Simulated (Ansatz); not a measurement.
Runs of Ansatz 0.2.0 on ZrB2. It takes space group P6/mmm (No. 191, hexagonal). Conventional cell: a = 3.170 Å, b = 3.170 Å, c = 3.533 Å, α = 90.00°, β = 90.00°, γ = 120.00°. Around Zr (site symmetry 6/mmm) lie 12 B at 2.54 Å. Around B (site symmetry -6m2) lie 3 B at 1.83 Å. 

```csv
task,level,cutoff (eV),basis error allowed,pressure (GPa),V0 of scaled cells (Å³/atom),B0 (GPa)
equation of state,PBEsol,-,0.001 eV/atom,-,10.08,(a)
equation of state,PBE,-,0.001 eV/atom,-,10.28,(b)
band structure,PBEsol,255,0.002 eV/atom,-4.1,-,-
band structure,LDA,258,0.002 eV/atom,(c),-,-
equation of state,LDA,-,0.002 eV/atom,-,9.89,261
```

Alike in all rows: potentials or basis all-electron LAPW, scalar-relativistic; no spin polarisation; cell as given; k mesh 10 × 10 × 8; smearing fermi-dirac 0.05 eV.

Q: Estimate the missing entries.

A: (a) 250; (b) 239; (c) -8.8.

Caveats: the cell was scaled at fixed shape and fractional positions, which overstates the stiffness of a crystal with free parameters, most of all of layers and chains (some runs).

Not every run made on this cell is shown here.
